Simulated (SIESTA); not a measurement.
## Nb: band structure with PBE

Nb:

```
CELL_PARAMETERS angstrom
-1.66395 1.66395 1.66395
1.66395 -1.66395 1.66395
1.66395 1.66395 -1.66395
ATOMIC_POSITIONS crystal
Nb 0.00000 0.00000 0.00000
```

- Program: SIESTA 5.4.2
- Task: band structure
- Functional: PBE
- Potentials or basis: PseudoDojo 0.4 standard (PBE files)
- Basis: SZ (energy shift 0.003 Ry)
- Grid cutoff: 800 Ry
- Energy shift: 0.003 Ry
- k mesh: 11 × 11 × 11
- Occupations: fermi-dirac, width 0.05 eV
- Spin: no spin polarisation

```yaml
Pressure: -3.7 GPa
Band_gap_on_the_k_mesh: none (metal or under the smearing width)
```

Levels at the corners of the path, in eV from the Fermi level:
| point | band 3 | band 4 | band 5 | band 6 | band 7 | band 8 | band 9 | band 10 |
| --- | --- | --- | --- | --- | --- | --- | --- | --- |
| Γ | -29.71 | -29.71 | -6.03 | 0.20 | 0.20 | 0.20 | 3.13 | 3.13 |
| H | -30.57 | -30.57 | -3.91 | -3.91 | 5.37 | 5.37 | 5.37 | 41.74 |
| N | -30.12 | -29.71 | -3.90 | -1.82 | 3.10 | 3.79 | 6.13 | 14.01 |
| Γ | -29.71 | -29.71 | -6.03 | 0.20 | 0.20 | 0.20 | 3.13 | 3.13 |
| P | -30.36 | -30.36 | -1.19 | -1.19 | -1.19 | 3.88 | 3.88 | 14.86 |
| H | -30.57 | -30.57 | -3.91 | -3.91 | 5.37 | 5.37 | 5.37 | 41.74 |
| P | -30.36 | -30.36 | -1.19 | -1.19 | -1.19 | 3.88 | 3.88 | 14.86 |
| N | -30.12 | -29.71 | -3.90 | -1.82 | 3.10 | 3.79 | 6.13 | 14.01 |

Run time: 17 s on 1 thread of Intel(R) Xeon(R) 6975P-C (Granite Rapids), on a shared host, peak memory 0.26 GiB.

Caveat: the basis has no polarisation orbitals; the basis of atomic orbitals isn't converged, which shifts pressures, moduli and gaps.
